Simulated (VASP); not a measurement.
## Results of a VASP single-point calculation on HfS2 (strained 1T (CdI2) bulk)

POSCAR

```
Hf S
 1.0000000000000000
     3.6302959562932320   -0.0000000000288674    0.0000000000000000
    -1.8151479781216160    3.1439285214202948    0.0000000000000000
     0.0000000000000000    0.0000000000000000    6.1134924799999997
 Hf  S
   1   2
Cartesian
 -0.0000000000000000  0.0000000000000000 -0.0000000000000000
  0.0000000000166666  2.0959523476039070  1.4423804196781562
  1.8151479781549493  1.0479761737875197  4.6711120603218435
```

```json
{"gap between bands v and c": "1.18 eV", "least direct gap": "1.97 eV", "largest force": "0.05 eV/Å"}
```

Band v is the last that the valence electrons fill when counted band by band, and c is the next. Levels in eV from the top of v:

| point | v−1 | v | c | c+1 |
| --- | --- | --- | --- | --- |
| Γ | 0.00 | 0.00 | 2.07 | 2.07 |
| M | -1.72 | -1.17 | 1.33 | 4.13 |
| K | -2.01 | -1.61 | 2.70 | 3.77 |
| A | -0.08 | -0.08 | 2.05 | 2.05 |
| L | -1.01 | -0.92 | 1.18 | 4.12 |
| H | -1.76 | -1.76 | 2.85 | 3.47 |

Task: Which of these levels of theory gave these results?
A. PBEsol
B. PBE0
C. LDA
D. PBE
E. HSE06
F. PBE with spin–orbit coupling
G. r²SCAN

Result: D.

The INCAR was:

```
LCHARG = .FALSE.
PREC = Accurate
LREAL = .FALSE.
ENCUT = 520
LASPH = .TRUE.
ISIF = 2
EDIFF = 1E-7
SIGMA = 0.02
NBANDS = 18
NSW = 0
LWAVE = .FALSE.
ISMEAR = -1
IBRION = -1
GGA = PE
NELM = 120
```
